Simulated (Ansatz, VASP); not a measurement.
**Two plane-wave programs on WC (Qusongite)**

```
W C
1.0
     2.90650    0.00000    0.00000
    -1.45325    2.51710    0.00000
     0.00000    0.00000    2.83660
W C
1 1
Direct
  0.00000 0.00000 0.00000
  0.66667 0.33333 0.50000
```

Alike in both runs: task single point; functional PBE; k mesh 10 × 10 × 9; occupations gaussian, width 0.028 eV; no spin polarisation.

|  | VASP | Ansatz |
| --- | --- | --- |
| version | VASP 6.6.1 | Ansatz 0.2.0 |
| potentials or method | VASP PAW PBE potentials, release 64 (W_sv, C) | Ansatz PAW |
| plane-wave cutoff (eV) | 520 | 420 |
| valence electrons in the cell | 18 | 18 |

VASP gave:

| Quantity | Value |
| --- | --- |
| gap on the k mesh at the Fermi level (eV) | none |
| pressure (GPa) | 6.7 |
| largest component of the traceless stress (GPa) | 0.44 |

Question: Estimate Ansatz's values.

Answer: gap on the k mesh at the Fermi level (eV): none; pressure (GPa): 5.6; largest component of the traceless stress (GPa): 0.63.

A gap of «none» marks a metal or a gap that the smearing closes.

Caveats: the pressure holds a Pulay correction of +0.3 GPa for the finite cutoff (Ansatz). Spin-orbit coupling is left out, which matters for the levels of W.
